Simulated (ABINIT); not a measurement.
The system is Ge.

```xyz
2
Lattice="-2.4959 2.6509 1.4369 2.4959 -2.6509 1.4369 2.4959 2.6509 -1.4369" Properties=species:S:1:pos:R:3 pbc="T T T"
Ge    0.0000    1.3254    0.1841
Ge    2.4959    1.3254    1.2529
```

This isn't the form of Ge at room conditions, which is diamond.

| Quantity | Value |
| --- | --- |
| Program | ABINIT 10.8.3 (patched build) |
| Task | single point |
| Functional | PBE |
| Potentials or basis | JTH PAW PBE v2.0 |
| Cutoff | 599 eV |
| k mesh | 11 × 11 × 11 |
| Occupations | fermi-dirac, width 0.05 eV |
| Spin | no spin polarisation |

On this cell: pressure 0.7 GPa; largest force 0.059 eV/Å; band gap on the k mesh none (metal or under the smearing width).

The same run follows on a disturbed copy (atoms moved at random, drawn with an rms of 0.05 Å):

```
CELL_PARAMETERS angstrom
-2.49590 2.65086 1.43695
2.49590 -2.65086 1.43695
2.49590 2.65086 -1.43695
ATOMIC_POSITIONS crystal
Ge 0.29840 0.03724 0.23933
Ge 0.69452 0.94755 0.75384
```

What changes?

The energy (extrapolated to zero smearing) moves by +5.0 meV/atom; pressure 0.9 GPa; largest force 0.168 eV/Å; band gap on the k mesh none (metal or under the smearing width).

Forces on the atoms (eV/Å):
```
Ge   0.160  0.004  0.050
Ge  -0.160 -0.004 -0.050
```

Stress tensor (GPa, compression positive):
```
 1.74  0.00 -0.49
 0.00  0.42  0.00
-0.49  0.00  0.43
```
